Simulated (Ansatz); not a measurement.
A 4-atom cell of MgO (P6_3/mmc) from a materials database was relaxed with 5 functionals in Ansatz 0.2.0, cell and atoms free, the symmetry of the start kept (meshes: PBE 12×12×6, r2SCAN 12×12×6, PBEsol 12×12×6, LDA 12×12×6, HSE06 6×6×4). The values are computed, spin-unpolarised, and not measurements.

The r2SCAN result:
```
Mg O
1.0
     3.48408    0.00000    0.00000
    -1.74204    3.01730    0.00000
     0.00000    0.00000    4.18532
Mg O
2 2
Direct
  0.66667 0.33333 0.75000
  0.33333 0.66667 0.25000
  0.66667 0.33333 0.25000
  0.33333 0.66667 0.75000
```

It is hexagonal, P6_3/mmc (No. 194); a = 3.484 Å, c = 4.185 Å in the conventional setting, 11.00 Å³ an atom. Around Mg lie 5 O at 2.01–2.09 Å; around O lie 5 Mg at 2.01–2.09 Å.

(1) How does the cell change with LDA?

(2) How does the cell change with PBEsol?

(3) Held at the r2SCAN cell, what mean stress do LDA and PBE find, and does its sign point to their own minimum?

## Answers

(1) a = 3.451 Å, c = 4.138 Å; the volume differs by -3.0 % from r2SCAN's. Around Mg lie 5 O at 1.99–2.07 Å; around O lie 5 Mg at 1.99–2.07 Å.

(2) a = 3.494 Å, c = 4.194 Å; the volume differs by +0.8 % from r2SCAN's. Around Mg lie 5 O at 2.02–2.10 Å; around O lie 5 Mg at 2.02–2.10 Å.

(3) Yes. LDA -4.09 GPa, and its relaxed volume is -3.0 % from r2SCAN's; PBE +4.47 GPa, and its relaxed volume is +3.4 % from r2SCAN's. Compression counts positive, so a positive stress asks for a larger cell.
